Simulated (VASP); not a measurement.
# CdTe (F-43m) in VASP: a series of runs

Runs on CdTe. Level: PBE0. Tasks: single point.

Everything below comes from runs of VASP 6.6.1. Logs are shortened: lines on timing, memory, paths and dates and some standing lists are left out, and cuts for length are marked.

### 1 The structure

The structure is cubic, space group F-43m (No. 216). Conventional cell: a = 6.410 Å, b = 6.410 Å, c = 6.410 Å, α = 90.00°, β = 90.00°, γ = 90.00°. Te (site symmetry -43m) has 4 Cd at 2.78 Å as nearest neighbours. Cd (site symmetry -43m) is surrounded by 4 Te at 2.78 Å.

### 2 Single point, PBE0

Contents of POSCAR:

```
CdTe
1.0
    0.0000000000      3.2050000000      3.2050000000
    3.2050000000      0.0000000000      3.2050000000
    3.2050000000      3.2050000000      0.0000000000
Te Cd
1 1
Direct
    0.7500000000      0.7500000000      0.7500000000
    0.0000000000      0.0000000000      0.0000000000
```

Contents of INCAR.step1:

```
SYSTEM = CdTe
ALGO = Normal
EDIFF = 1E-5
ENCUT = 400
GGA = PE
ISIF = 2
ISMEAR = 0
LASPH = .True.
LCHARG = .False.
LREAL = .False.
LWAVE = .True.
NBANDS = 17
NELM = 100
NKRED = 2
PREC = Accurate
SIGMA = 0.01
```

Contents of INCAR.step2:

```
SYSTEM = CdTe
AEXX = 0.25
ALGO = Normal
EDIFF = 1E-6
ENCUT = 400
GGA = PE
ISIF = 2
ISMEAR = 0
ISTART = 1
LASPH = .True.
LCHARG = .False.
LHFCALC = .True.
LREAL = .False.
LWAVE = .False.
NBANDS = 17
NELM = 100
NKRED = 2
PREC = Accurate
PRECFOCK = Fast
SIGMA = 0.01
```

Contents of KPOINTS:

```
k-points
0
Gamma
  2 2 2
  0 0 0
```

Potentials or basis: VASP PAW PBE potentials, release 64 (Te, Cd).

On the command line:

```
cat potpaw_PBE.64/Te/POTCAR potpaw_PBE.64/Cd/POTCAR > POTCAR
cp INCAR.step1 INCAR
mpirun -np 1 vasp_std > vasp.out
cp INCAR.step2 INCAR
mpirun -np 1 vasp_std > vasp.out
```

OUTCAR:

```text
SYSTEM = CdTe
   AEXX = 0.25
   EDIFF = 1E-6
   ENCUT = 400
   GGA = PE
   ISIF = 2
   ISMEAR = 0
   ISTART = 1
   LASPH = .True.
   LHFCALC = .True.
   LREAL = .False.
   NELM = 100
   NKRED = 2
   PREC = Accurate
   PRECFOCK = Fast

 Found      3 irreducible k-points:

 Following reciprocal coordinates:
            Coordinates               Weight
  0.000000  0.000000  0.000000      1.000000
  0.500000  0.000000  0.000000      4.000000
  0.500000  0.500000  0.000000      3.000000
   k-points           NKPTS =      3   k-points in BZ     NKDIM =      8   number of bands    NBANDS=     17
   number of dos      NEDOS =    301   number of ions     NIONS =      2
   total plane-waves  NPLWV =  27000
   dimension x,y,z NGX =    30 NGY =   30 NGZ =   30
   dimension x,y,z NGXF=    60 NGYF=   60 NGZF=   60
   ions per type =               1   1
   NGX,Y,Z   is equivalent  to a cutoff of  11.00, 11.00, 11.00 a.u.
   NGXF,Y,Z  is equivalent  to a cutoff of  22.01, 22.01, 22.01 a.u.
 SYSTEM =  CdTe
   PREC   = accura    normal or accurate (medium, high low for compatibility)
   ISTART =      1    job   : 0-new  1-cont  2-samecut
   ICHARG =      0    charge: 1-file 2-atom 10-const
   ISPIN  =      1    spin polarized calculation?
   LNONCOLLINEAR =      F non collinear calculations
   LSORBIT =      F    spin-orbit coupling
   LASPH  =      T    aspherical Exc in radial PAW
   ENCUT  =  400.0 eV  29.40 Ry    5.42 a.u.   7.39  7.39  7.39*2*pi/ulx,y,z
   NELM   =    100;   NELMIN=  2; NELMDL=  0     # of ELM steps
   EDIFF  = 0.1E-05   stopping-criterion for ELM
   LREAL  =      F    real-space projection
   EDIFFG = 0.1E-04   stopping-criterion for IOM
   NSW    =      0    number of steps for IOM
   IBRION =     -1    ionic relax: 0-MD 1-quasi-New 2-CG
   NFREE  =      0    steps in history (QN), initial steepest desc. (CG)
   ISIF   =      2    stress and relaxation
   ISYM   =      3    0-nonsym 1-usesym 2-fastsym
   POTIM  = 0.5000    time-step for ionic-motion
   TEBEG  =    0.0;   TEEND  =   0.0 temperature during run
   PSTRESS=    0.0 pullay stress
   NELECT =      18.0000    total number of electrons
   NUPDOWN=      -1.0000    fix difference up-down
   EMIN   =  10.00;   EMAX   =-10.00  energy-range for DOS
   EFERMI =   0.00;   METHOD = LEGACY
   ISMEAR =     0;   SIGMA  =   0.01  broadening in eV -4-tet -1-fermi 0-gaus
   EFERMI_NEDOS =   21; number of points for ismear=-14 and -15
   IALGO  =     38    algorithm
   IMIX   =      1    mixing-type and parameters
     AMIX     =   0.40;   BMIX     =  1.00
     AMIX_MAG =   1.60;   BMIX_MAG =  1.00
  volume/ion in A,a.u.               =      32.92       222.17
  Fermi-wavevector in a.u.,A,eV,Ry     =   1.062497  2.007828 15.359610  1.128899
  Thomas-Fermi vector in A             =   2.197950
   LORBIT       =      0    0 simple, 1 ext, 2 COOP (PROOUT), +10 PAW based schemes
   GGA     = PE    functional components
   LHFCALC =     T    Hartree Fock is set to
   PRECFOCK=fast      Normal, Fast or Accurate (Low or Medium for compatibility)
   ENCUT4O =  -1.0   cutoff for four orbital integrals eV
   NKREDX  =     2    reduce k-point grid by
   NKREDY  =     2    reduce k-point grid by
   NKREDZ  =     2    reduce k-point grid by
   AEXX    =    0.2500 exact exchange contribution
   HFSCREEN=    0.0000 screening length (either q_TF or 0.3 A-1)
   HFSCREENC=   0.0000 screening length for correlation (either q_TF or 0.3 A-1)
   ENCUTFOCK=  -1.0 apply spherical cutoff to Coloumb kernel
   IVDW    =     0    specifies the selected vdW correction
   LEPSILON=     F    determine dielectric tensor
   LRPA    =     F    only Hartree local field effects (RPA)
 non-spin polarized calculation
 Gauss-broadening in eV      SIGMA  =   0.01
  energy-cutoff  :      400.00
  volume of cell :       65.84
 maximum number of plane-waves:      1243
 NGX is ok and might be reduce to    30
  NGX = 16; NGY = 16; NGZ = 16

 number of electron      18.0000011 magnetization

 Free energy of the ion-electron system (eV)
  ---------------------------------------------------
  ext. energy  EPLUGINS =         0.00000000
  ---------------------------------------------------
  free energy    TOTEN  =        -7.41619577 eV

  energy without entropy =       -7.41619577  energy(sigma->0) =       -7.41619577

 E-fermi :   1.2207     XC(G=0):  -6.8055

 val. band max:        1.1685341319   @ k =   0.0000   0.0000   0.0000
 cond. band min:       4.7634380959   @ k =   0.0000   0.0000   0.0000
 fundamental gap:      3.5949039640
 Fermi energy:         1.2206712187

 k-point     1 :       0.0000    0.0000    0.0000
  band No.  band energies     occupation
      1     -10.5155      2.00000
      2      -8.1984      2.00000
      3      -8.1984      2.00000
      4      -8.1984      2.00000
      5      -7.8513      2.00000
      6      -7.8513      2.00000
      7       1.1685      2.00000
      8       1.1685      2.00000
      9       1.1685      2.00000
     10       4.7634      0.00000
     11       8.4551      0.00000
     12       8.4551      0.00000
     13       8.4551      0.00000
     14      11.3993      0.00000
     15      13.1726      0.00000
     16      13.1726      0.00000
     17      13.8512      0.00000

 k-point     2 :       0.5000    0.0000    0.0000
  band No.  band energies     occupation
      1     -10.0281      2.00000
      2      -8.1060      2.00000
      3      -8.1060      2.00000
      4      -7.8860      2.00000
      5      -7.8860      2.00000
      6      -7.3568      2.00000
      7      -3.4226      2.00000
      8       0.4066      2.00000
      9       0.4066      2.00000
     10       5.7574      0.00000
     11       8.9064      0.00000
     12       8.9064      0.00000
     13      10.7981      0.00000
     14      12.7955      0.00000
     15      14.1846      0.00000
     16      14.1846      0.00000
     17      15.4462      0.00000

 k-point     3 :       0.5000    0.5000    0.0000
  band No.  band energies     occupation
      1      -9.8836      2.00000
      2      -8.0039      2.00000
      3      -8.0039      2.00000
      4      -7.9815      2.00000
      5      -7.8842      2.00000
      6      -7.1108      2.00000
      7      -3.2768      2.00000
      8      -0.7460      2.00000
      9      -0.7459      2.00000
     10       6.1067      0.00000
     11       6.4634      0.00000
     12      13.1312      0.00000
     13      13.2381      0.00000
     14      13.2381      0.00000
     15      14.6340      0.00000
     16      15.5359      0.00000
     17      15.5359      0.00000

------------------------ aborting loop because EDIFF is reached ----------------------------------------

  FORCE on cell =-STRESS in cart. coord.  units (eV):
  Direction    XX          YY          ZZ          XY          YZ          ZX
  --------------------------------------------------------------------------------------
  -------------------------------------------------------------------------------------
  Total        1.5134656      1.5134656      1.5134656      0.0000000     -0.0000000      0.0000000
  in kB       36.8272297     36.8272297     36.8272297      0.0000000     -0.0000000      0.0000000
  external PRESSURE =      36.8272297 kB  Pullay stress =       0.0000000 kB

 VOLUME and BASIS-vectors are now :
 -----------------------------------------------------------------------------
  energy-cutoff  :      400.00
  volume of cell :       65.84
      direct lattice vectors                 reciprocal lattice vectors
     0.000000000  3.205000000  3.205000000    -0.156006240  0.156006240  0.156006240
     3.205000000  0.000000000  3.205000000     0.156006240 -0.156006240  0.156006240
     3.205000000  3.205000000  0.000000000     0.156006240  0.156006240 -0.156006240

 POSITION                                       TOTAL-FORCE (eV/Angst)
 -----------------------------------------------------------------------------------
      4.80750      4.80750      4.80750        -0.000000     -0.000000     -0.000000
      0.00000      0.00000      0.00000         0.000000      0.000000      0.000000
 -----------------------------------------------------------------------------------
    total drift:                               -0.000013     -0.000011     -0.000017

  FREE ENERGIE OF THE ION-ELECTRON SYSTEM (eV)
  ---------------------------------------------------
  free  energy   TOTEN  =        -7.4161957670 eV

  energy  without entropy=       -7.4161957670  energy(sigma->0) =       -7.41619577
```

It took 11 s on 1 thread of Intel Xeon 6975P-C (Granite Rapids), shared host; peak memory 0.16 GiB.

These settings aren't checked as converged: the numbers below hold their error.

Results:

* Free energy: -7.4162 eV
* Pressure: 3.7 GPa
* Band gap on the k mesh: 3.59 eV, direct

Caveat: the k mesh is coarse (spacing up to 0.85 Å⁻¹), so the values aren't converged, least of all with exact exchange; the PAW data sets were made with another functional, which shifts forces and pressure a little; spin-orbit coupling is left out, which moves the levels of the heavy elements.

### 3 Single point, PBE0

POSCAR is that of step 2.

Changes to INCAR.step1 since step 2:

```diff
@@ -3,3 +3,3 @@
 EDIFF = 1E-5
-ENCUT = 400
+ENCUT = 340
 GGA = PE
@@ -13,3 +13,3 @@
 NELM = 100
-NKRED = 2
+NKRED = 1
 PREC = Accurate
```

Changes to INCAR.step2 since step 2:

```diff
@@ -4,3 +4,3 @@
 EDIFF = 1E-6
-ENCUT = 400
+ENCUT = 340
 GGA = PE
@@ -16,3 +16,3 @@
 NELM = 100
-NKRED = 2
+NKRED = 1
 PREC = Accurate
```

Contents of KPOINTS:

```
k-points
0
Gamma
  3 3 3
  0 0 0
```

Potentials or basis: VASP PAW PBE potentials, release 64 (Te, Cd).

On the command line:

```
cat potpaw_PBE.64/Te/POTCAR potpaw_PBE.64/Cd/POTCAR > POTCAR
cp INCAR.step1 INCAR
mpirun -np 1 vasp_std > vasp.out
cp INCAR.step2 INCAR
mpirun -np 1 vasp_std > vasp.out
```

Wall time 19 s (1 thread of Intel Xeon 6975P-C (Granite Rapids), shared host); peak memory 0.15 GiB.

The run converged, but some of its settings lie outside the range that counts as converged, so its numbers aren't taken as properties of the crystal.

What came out:

```
Free energy            : -6.3794 eV
Pressure               : 3.6 GPa
Band gap on the k mesh : 2.46 eV, direct
```

Caveat: the k mesh is coarse (spacing up to 0.57 Å⁻¹), so the values aren't converged, least of all with exact exchange; the cutoff is under 1.25 times the usual one of these potentials, so pressure, stress and relaxed cells hold a basis-set (Pulay) error; the PAW data sets were made with another functional, which shifts forces and pressure a little; spin-orbit coupling is left out, which moves the levels of the heavy elements.

### 4 Single point, PBE0

POSCAR is that of step 3.

Changes to INCAR.step1 since step 3:

```diff
@@ -3,3 +3,3 @@
 EDIFF = 1E-5
-ENCUT = 340
+ENCUT = 400
 GGA = PE
```

Changes to INCAR.step2 since step 3:

```diff
@@ -4,3 +4,3 @@
 EDIFF = 1E-6
-ENCUT = 340
+ENCUT = 400
 GGA = PE
@@ -18,3 +18,3 @@
 PREC = Accurate
-PRECFOCK = Fast
+PRECFOCK = Low
 SIGMA = 0.01
```

KPOINTS is that of step 3.

On the command line:

```
cat potpaw_PBE.64/Te/POTCAR potpaw_PBE.64/Cd/POTCAR > POTCAR
cp INCAR.step1 INCAR
mpirun -np 1 vasp_std > vasp.out
cp INCAR.step2 INCAR
mpirun -np 1 vasp_std > vasp.out
```

Run time: 28 s. Hardware: 1 thread of Intel Xeon 6975P-C (Granite Rapids), shared host; peak memory 0.16 GiB.

These settings aren't checked as converged: the numbers below hold their error.

Results:

- Free energy: -6.3875 eV
- Pressure: 3.5 GPa
- Band gap on the k mesh: 2.46 eV, direct

Caveat: the k mesh is coarse (spacing up to 0.57 Å⁻¹), so the values aren't converged, least of all with exact exchange; the PAW data sets were made with another functional, which shifts forces and pressure a little; spin-orbit coupling is left out, which moves the levels of the heavy elements.
